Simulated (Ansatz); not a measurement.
## A series in volume scale on Si

Free energy against uniform scaling of the volume at fixed shape and fractions; periodic cell, basis, potentials, k mesh and filling as listed. The results are calculated, by Ansatz 0.2.0.

The cell before it is scaled or strained (space group P6/mmm, No. 191):
```
Si
1.0
      2.5270     0.0000     0.0000
     -1.2635     2.1884     0.0000
      0.0000     0.0000     2.3730
Si
1
Direct
  0.00000 0.00000 0.00000
```

Settings of every row: functional PBEsol; dispersion none; potentials PAW; wave cutoff 450 eV; density cutoff 1800 eV; k mesh 10x10x10; k shift 0x0x0; occupations cold; smearing width 0.05 eV; spin none.

Limits: coarse k mesh, up to 40 meV an atom off; minimum outside the range.

| row | volume scale | V (Å³/atom) | pressure (GPa) | energy above lowest point (meV/atom) |
| --- | --- | --- | --- | --- |
| 1 | 0.94 | 12.336 | 31.69 | 181.9 |
| 2 | 0.96 | 12.598 | 26.61 | 134.2 |
| 3 | 0.98 | 12.86 | 22.07 | 94.4 |
| 4 | 1 | 13.123 | ? | ? |
| 5 | 1.02 | 13.385 | 14.21 | 35.4 |
| 6 | 1.04 | 13.648 | 10.76 | 15 |
| 7 | 1.06 | 13.91 | 7.59 | 0 |

Question: what pressure and energy above lowest point should row 4 give?

Worked fit of pressure. Take u = (V_r/V)^(2/3) − 1 with V_r = 13.122 Å³ an atom, which is twice the finite (Eulerian) strain; such expansions in the strain, on which the Birch-Murnaghan equation of state is built, carry the rest volume and the bulk modulus. The shown rows have u = 0.04204, 0.02754, 0.01354, -0.01314, -0.02586, -0.03813. Least squares give pressure = 17.959 + 293.86 × u + 671.1 × u² + 2553 × u³ GPa; a parabola predicts inner rows, each left out in turn, worse (root mean square 0.058 against 0.0073 GPa). All shown rows lie on it to the printed digit. The withheld row has u = -5e-05, so the fit gives 17.959 + 293.86 × (-5e-05) + 671.1 × (-5e-05)² + 2553 × (-5e-05)³ = 17.94 GPa.

The calculation gave 17.97 GPa. The fit lies 0.03 GPa (0.12 % of the column's range) below it; its largest miss of a shown row is 0.00 GPa.

Worked fit of energy above lowest point. Take u = (V_r/V)^(2/3) − 1 with V_r = 13.122 Å³ an atom, which is twice the finite (Eulerian) strain; such expansions in the strain, on which the Birch-Murnaghan equation of state is built, carry the rest volume and the bulk modulus. The shown rows have u = 0.04204, 0.02754, 0.01354, -0.01314, -0.02586, -0.03813. Least squares give energy above lowest point = 61.71 + 2204.6 × u + 15467 × u² + 2370 × u³ meV/atom; a parabola predicts inner rows, each left out in turn, worse (root mean square 0.053 against 0.0049 meV/atom). All shown rows lie on it to the printed digit. The withheld row has u = -5e-05, so the fit gives 61.71 + 2204.6 × (-5e-05) + 15467 × (-5e-05)² + 2370 × (-5e-05)³ = 61.6 meV/atom.

The calculation gave 61.7 meV/atom. The fit lies 0.1 meV/atom (0.055 % of the column's range) below it, one unit of the last digit.
